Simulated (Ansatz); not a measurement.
**O on Rh (Rhodium) (100)**

The task, for Rh (Rhodium): prepare the clean (100) slab, then compare the adsorption sites of O.

The COD entry's cell or inner coordinates are ideal or old and differ from later refinements, so a difference from it is no clean test against experiment.

Computed with Ansatz 0.2.0 (DFT PBE, scalar-relativistic, plane waves, PAW, unless a step's input says otherwise).

### 1 Starting point

It takes space group Fm-3m (No. 225, cubic). The conventional cell has a = 3.830 Å, b = 3.830 Å, c = 3.830 Å, α = 90.00°, β = 90.00°, γ = 90.00°. Rh (site symmetry m-3m) is surrounded by 12 Rh at 2.71 Å.

Coordinates:

```cif
data_structure
_symmetry_space_group_name_H-M 'Fm-3m'
_symmetry_Int_Tables_number 225
_cell_length_a 3.8300
_cell_length_b 3.8300
_cell_length_c 3.8300
_cell_angle_alpha 90.000
_cell_angle_beta 90.000
_cell_angle_gamma 90.000
_cell_volume 56.18
loop_
_atom_site_label
_atom_site_type_symbol
_atom_site_symmetry_multiplicity
_atom_site_Wyckoff_symbol
_atom_site_fract_x
_atom_site_fract_y
_atom_site_fract_z
_atom_site_occupancy
Rh1 Rh 4 a 0.00000 0.00000 0.00000 1
```

It is the result of an earlier relaxation at this level (volume 14.05 Å³/atom; gap on the mesh: none (metal)).

### 2 Cutting the slab

Miller indices refer to the conventional cell of the relaxed bulk, Fm-3m (No. 225): a = 3.830 Å, b = 3.830 Å, c = 3.830 Å, α = 90.00°, β = 90.00°, γ = 90.00°.

A (100) slab, 5.7 Å thick as cut, with 17 Å of vacuum, in a 2×2 surface cell; its outer planes are Rh (top) and Rh (bottom).

The slab as cut. Its planes from the bottom up:

```
plane  atoms per cell  height over the lowest (Å)
    1             Rh4                        0.00
    2             Rh4                        1.91
    3             Rh4                        3.83
    4             Rh4                        5.74
```

### 3 Relaxing the clean slab

input.yaml reads:

```yaml
crystal:
  lattice:
    - [5.4164069181, 0.0, 0.0]
    - [0.0, 5.4164069181, 0.0]
    - [0.0, 0.0, 22.7449670922]
  atoms:
    - { symbol: Rh, position: [0.25, 0.25, 0.3737090481] }
    - { symbol: Rh, position: [0.25, 0.75, 0.3737090481] }
    - { symbol: Rh, position: [0.75, 0.25, 0.3737090481] }
    - { symbol: Rh, position: [0.75, 0.75, 0.3737090481] }
    - { symbol: Rh, position: [0.5, 0.5, 0.457903016] }
    - { symbol: Rh, position: [0.5, 0.0, 0.457903016] }
    - { symbol: Rh, position: [0.0, 0.5, 0.457903016] }
    - { symbol: Rh, position: [0.0, 0.0, 0.457903016] }
    - { symbol: Rh, position: [0.75, 0.75, 0.542096984] }
    - { symbol: Rh, position: [0.75, 0.25, 0.542096984] }
    - { symbol: Rh, position: [0.25, 0.75, 0.542096984] }
    - { symbol: Rh, position: [0.25, 0.25, 0.542096984] }
    - { symbol: Rh, position: [0.0, 0.0, 0.6262909519] }
    - { symbol: Rh, position: [0.0, 0.5, 0.6262909519] }
    - { symbol: Rh, position: [0.5, 0.0, 0.6262909519] }
    - { symbol: Rh, position: [0.5, 0.5, 0.6262909519] }
basis:
  ecutwfc: 420
kpoints:
  mp_grid: { grid: [6, 6, 1] }
hamiltonian:
  xc: pbe
scf:
  occupations: { method: gaussian, width: 0.1 }
output:
  forces: true
  eigenvalues: true
  write_density: true
  write_potential: true
  elf: true
  volumetric_format: npy
relax:
  adjacent_minimum: "off"
  f_tol: 0.03
  max_steps: 70
  constraints: [{ sites: [0, 1, 2, 3, 4, 5, 6, 7] }]
efield:
  axis: 3
  dipole_correction: true
```

Launch:

```
ansatz run input.yaml --threads 4 --pin off --max-ram 10240MiB --backend cpu --events-out ev --progress --plain --runs-dir out
```

Further runs follow: O put at a top (Rh) site; O put at a bridge (Rh-Rh) site; O put at a hollow over Rh site.

Before running it: what results should come out? Wanted: clean slab: work function; O: lowest end.

**Answer**, as computed:

```
                 quantity                                                                 value
clean slab: work function                                                               5.08 eV
            O: lowest end  E_ads -5.24 eV, from the hollow over Rh start, 4 bonded, 0.98 Å high
```

In words: O binds with 5.24 eV at best, a strong chemical bond when counted from the free atom, not from the element's molecule or solid; the ends span 1.16 eV. It raises the work function by 0.31 eV, as a dipole layer with its negative end outwards does. The slab runs have no spin polarisation, while the free adsorbate has its spin; a moment that survived on the surface would lower E_ads. A start on a symmetric site keeps its symmetry, so an end may be a saddle point and not a minimum. The final runs have no spin polarisation, so no magnetic state was tried and one may lie lower.
